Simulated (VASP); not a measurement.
# KI: relaxation of cell and atoms with BLYP

The system is KI.

```
I K
1.0
     0.00000    3.53277    3.53277
     3.53277    0.00000    3.53277
     3.53277    3.53277    0.00000
I K
1 1
Direct
  0.50000 0.50000 0.50000
  0.00000 0.00000 0.00000
```

```
Program                : VASP 6.6.1
Task                   : relaxation of cell and atoms
Functional             : BLYP
Potentials or basis    : VASP PAW PBE potentials, release 64 (I, K_sv)
Cutoff                 : 600 eV
k mesh                 : 7 × 7 × 7
Occupations            : fermi-dirac, width 0.05 eV
Spin                   : no spin polarisation
Further INCAR settings : ALGO = Fast; EDIFF = 1e-06; IBRION = 2; EDIFFG = -0.005; NSW = 40; ISIF = 3
```

```
Relaxed volume                         : 49.45 Å³/atom
Relaxed cell                           : a = 5.191 Å, b = 5.191 Å, c = 5.191 Å, α = 60.00°, β = 60.00°, γ = 60.00°
Space group after relaxing (to 0.05 Å) : Fm-3m (No. 225)
Energy gained by relaxing              : 20.9 meV/atom
Ionic steps                            : 4
Pressure after relaxing                : 0.0 GPa
Band gap on the k mesh                 : 3.73 eV, direct
```

Step by step:
```tsv
step	energy change (eV)	largest force (eV/Å)	pressure (GPa)	volume (Å³)
1	0.0000	0.0000	1.39	88.18
2	-0.0308	0.0000	0.63	93.14
3	-0.0417	0.0000	-0.04	99.30
4	-0.0417	0.0000	-0.01	98.90
```

Final structure:
```xyz
2
Lattice="0.0000 3.6705 3.6705 3.6705 0.0000 3.6705 3.6705 3.6705 0.0000" Properties=species:S:1:pos:R:3 pbc="T T T"
I     3.6705    3.6705    3.6705
K     0.0000    0.0000    0.0000
```

Levels at points of the mesh, in eV from the valence-band top:
```tsv
k point	band 4	band 5	band 6	band 7	band 8	band 9	band 10	band 11	band 12
(0.00, 0.00, 0.00)	-12.31	-10.35	0.00	0.00	0.00	3.73	6.46	6.46	6.46
```

Wall time 3.3 min on 1 thread of Intel(R) Xeon(R) Platinum 8488C (Sapphire Rapids), with other jobs on the host, peak memory 0.26 GiB.

Caveat: the PAW data sets were made with another functional, which shifts forces and pressure a little; spin-orbit coupling is left out, which moves the levels of the heavy elements; an odd mesh through Γ misses points on the zone boundary, where band edges often lie.
